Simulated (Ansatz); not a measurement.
WS$_{2}$: from supercell energies to defect levels (H interstitial)

Theory: DFT PBE, scalar-relativistic, plane waves, PAW in Ansatz. Settings: 420 eV cutoff, 2×2×2 k-mesh, shifted by half a step, Gaussian smearing of 0.01 eV, collinear spin in charge 0 alone.

Host crystal, relaxed:

```xyz
3
Lattice="1.5939 0.9202 7.4744 -1.5939 0.9202 7.4744 0.0000 -1.8404 7.4744" Properties=species:S:1:pos:R:3 pbc="T T T"
W     0.0000    0.0000    0.0152
S     0.0000    0.0000    9.0607
S     0.0000    0.0000    5.9186
```

The H interstitial was set at (0.031, 0.031, 0.406) of the host cell, in a supercell of 39 sites (855 Å³), relaxed at fixed cell in each charge q, from a start with the atoms near it displaced at random. In charges +1, 0, -1 some atom moved by up to 1.7 Å, so the relaxed defect can differ in kind from the start: near the site, 2 S at 2.50 Å, 1 S at 2.51 Å became 1 S at 1.37 Å (charge +1); 1 S at 1.44 Å, 1 S at 2.53 Å, 1 S at 2.54 Å, 2 W at 3.11 Å (charge 0); 1 S at 1.46 Å, 2 S at 2.44 Å, 2 W at 3.11 Å (charge -1). The host's Kohn–Sham gap is 1.64 eV and its static dielectric constant 8.8 (mean). For each charge: the supercell's free energy over the neutral one with q electrons exchanged at the valence band top, F(q) − F(0) + qE_v; the image-charge term; and the term that aligns the potential far from the defect with the host's.

Spin-orbit coupling is left out, which matters for the bands and energies of heavy elements.

| q | F(q) − F(0) + qE_v (eV) | image charge (eV) | alignment (eV) |
| --- | --- | --- | --- |
| +1 | -1.288 | 0.279 | -0.041 |
| 0 | 0.000 | 0.000 | 0.000 |
| -1 | 1.086 | 0.279 | -0.174 |

Problem. Add the terms and find the levels between neighbouring charges, ε(q/q′) = [A(q′) − A(q)]/(q − q′), with and without the two corrections.

Solution. A(q): -1.050 eV for +1, 0.000 eV for 0, 1.191 eV for -1.
```json
{"level": "(+1/0)", "corrected (eV over E_v)": "1.05", "uncorrected (eV)": "1.29"}
{"level": "(0/-1)", "corrected (eV over E_v)": "1.19", "uncorrected (eV)": "1.09"}
```

As a check, a point charge in a simple cubic cell of this volume has q²αe²/(2εL) = 0.245 q² eV (e² = 14.40 eV Å, α = 2.837, L = 9.49 Å); the shape of the real cell and the anisotropy of ε can change it somewhat. The term grows as q², so it pushes donor levels down and acceptor levels up.

Problem. Which of these charges is lowest with the Fermi level at the valence band top, at mid-gap and at the conduction band bottom?

Solution. The line A(q) + qE_F that lies lowest gives the charge: +1 at E_F = 0.00 eV, +1 at E_F = 0.82 eV, -1 at E_F = 1.64 eV. Charges beyond those computed could lie lower near the band edges.

Problem. The neutral defect forms at 1.85 eV with atoms taken from and returned to the elements. What are the formation energies at those three Fermi levels, and what share of sites would hold the defect at 1200 K with E_F at mid-gap, if the host still stood at that temperature?

Solution. E_f = E_f(0) + A(q) + qE_F = 0.80, 1.62, 1.41 eV. In the dilute limit the share is exp(−E_f/k_BT) = exp(−1.619/0.1034) = 1.6×10⁻⁷, leaving out degeneracy and vibrational entropy. This is the H-rich limit; a poorer supply of H, or a competing compound of it, raises E_f. The small cell and the narrow Kohn–Sham gap leave errors of tenths of an eV or more, which change the share by orders of magnitude.

This form isn't the usual stable structure of the compound.